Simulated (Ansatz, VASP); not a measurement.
## One calculation of Al (a cell with a defect), two programs

```
Al
1.0
     8.10000    0.00000    0.00000
     0.00000    8.10000    0.00000
     0.00000    0.00000    8.10000
Al
33
Direct
  0.49764 0.00191 0.99757
  0.74931 0.24972 0.01500
  0.75051 0.99542 0.25068
  0.00299 0.00290 0.99656
  0.25096 0.25128 0.05360
  0.49893 0.49886 0.99886
  0.75051 0.75067 0.00501
  0.24980 0.98583 0.24903
  0.51493 0.24972 0.24905
  0.75051 0.50501 0.25067
  0.49628 0.00326 0.50326
  0.74929 0.24972 0.48586
  0.74929 0.98586 0.74972
  0.00166 0.49791 0.99791
  0.24980 0.74905 0.01502
  0.98573 0.24972 0.24903
  0.24980 0.51502 0.24905
  0.50497 0.75067 0.25067
  0.00437 0.00428 0.50428
  0.25093 0.25124 0.43918
  0.49764 0.49757 0.50191
  0.75051 0.75068 0.49542
  0.25093 0.93918 0.75124
  0.55450 0.25128 0.75128
  0.74931 0.51500 0.74972
  0.99537 0.75068 0.25068
  0.00299 0.49656 0.50290
  0.24980 0.74903 0.48583
  0.94017 0.25125 0.75125
  0.25096 0.55360 0.75128
  0.51493 0.74905 0.74972
  0.98573 0.74903 0.74972
  0.24631 0.24500 0.74500
```

Alike in both runs: functional PBE; dispersion D3(BJ); k mesh 3 × 3 × 3; occupations fermi-dirac, width 0.05 eV; no spin polarisation.

Ansatz relaxed the structure, and its values are those at the end. VASP's run is a single point on that final structure, the one shown.

```csv
,VASP,Ansatz
version,VASP 6.6.1,Ansatz 0.2.0
potentials or method,"VASP PAW PBE potentials, release 64 (Al)","scalar-relativistic, plane waves, PAW"
plane-wave cutoff (eV),520,420
valence electrons in the cell,99,99
```

```csv
,VASP,Ansatz,Ansatz less VASP
dispersion energy (meV/atom),-345.2,-345.2,-0.09
```

Ansatz warned: «structure_snapped_to_symmetry».
